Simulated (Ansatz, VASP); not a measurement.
# Cs: VASP beside Ansatz

```
CELL_PARAMETERS angstrom
-3.02250 3.02250 3.26430
3.02250 -3.02250 3.26430
3.02250 3.02250 -3.26430
ATOMIC_POSITIONS crystal
Cs 0.00000 0.00000 0.00000
```

Change from the starting cell: strain +0.000 along x and y, +0.080 along z, atoms carried along.

Alike in both runs: task single point; functional PBE; k mesh 12 × 12 × 12; occupations gaussian, width 0.15 eV; no spin polarisation.

|  | VASP | Ansatz |
| --- | --- | --- |
| version | VASP 6.6.1 | Ansatz 0.2.0 |
| potentials or method | VASP PAW PBE potentials, release 64 (Cs_sv) | scalar-relativistic, plane waves, PAW |
| plane-wave cutoff (eV) | 520 | 420 |
| valence electrons in the cell | 9 | 9 |

```csv
,VASP,Ansatz,Ansatz less VASP
gap on the k mesh at the Fermi level (eV),none,none,-
pressure (GPa),0.0,0.0,+0.01
```

A gap of «none» marks a metal or a gap that the smearing closes. With one functional, cell and mesh, what is left measures potentials, basis and numerics.

The runs have no spin-orbit coupling, so splittings on Cs are missing.
